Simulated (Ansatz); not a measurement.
# RbBr under changes of volume

One of the cells (40.248 Å³/atom); the others are scaled copies at fixed shape and fractional positions:

```xyz
2
Lattice="0.0000 3.4270 3.4270 3.4270 0.0000 3.4270 3.4270 3.4270 0.0000" Properties=species:S:1:pos:R:3 pbc="T T T"
Rb    0.0000    0.0000    0.0000
Br    3.4270    3.4270    3.4270
```

| Item | Value |
| --- | --- |
| Program | Ansatz 0.2.0 |
| Functional | PBE |
| Potentials or basis | Ansatz PAW |
| Cutoff | 420 eV (not typed: the program's choice for these potentials) |
| k mesh | 7 × 7 × 7 |
| Occupations | fermi-dirac, width 0.05 eV |
| Spin | no spin polarisation |

| volume (Å³/atom) | energy over the lowest point (meV/atom) | pressure (GPa) | gap on the mesh (eV) |
| --- | --- | --- | --- |
| 37.833 | 31.88 | 2.2 | 4.53 |
| 38.638 | 22.01 | 1.7 | 4.47 |
| 39.443 | 14.25 | 1.4 | 4.42 |
| 40.248 | ? | ? | ? |
| 41.053 | 4.13 | 0.7 | 4.31 |
| 41.858 | 1.39 | 0.4 | 4.27 |
| 42.663 | 0.00 | 0.2 | 4.22 |

Question: What does the run at 40.248 Å³/atom give?

Answer: Energy over the lowest point 8.35 meV/atom; pressure 1.0 GPa; gap on the mesh 4.36 eV.

Worked out: A Birch-Murnaghan fit of order 3 (a polynomial in V^(-2/3)) to the other rows has its minimum at 43.21 Å³/atom, just outside them, with B0 = V·E''(V) = 11.8 GPa and B' = 5.0. It gives 8.35 meV/atom at 40.248 Å³/atom, against the run's 8.35, and -dE/dV = 1.0 GPa, against 1.0. A straight line through the other rows of the gap, of slope -2.57 eV per unit of ln V (its deformation potential), gives 4.37 eV, against the run's 4.36.

Energies are extrapolated to zero smearing.

Caveats: odd divisions of the mesh miss points on the zone boundary, where band edges often lie, so the gap on the mesh can be too wide.

A mesh can miss the band edges. Spin-orbit coupling on Br, Rb is left out.
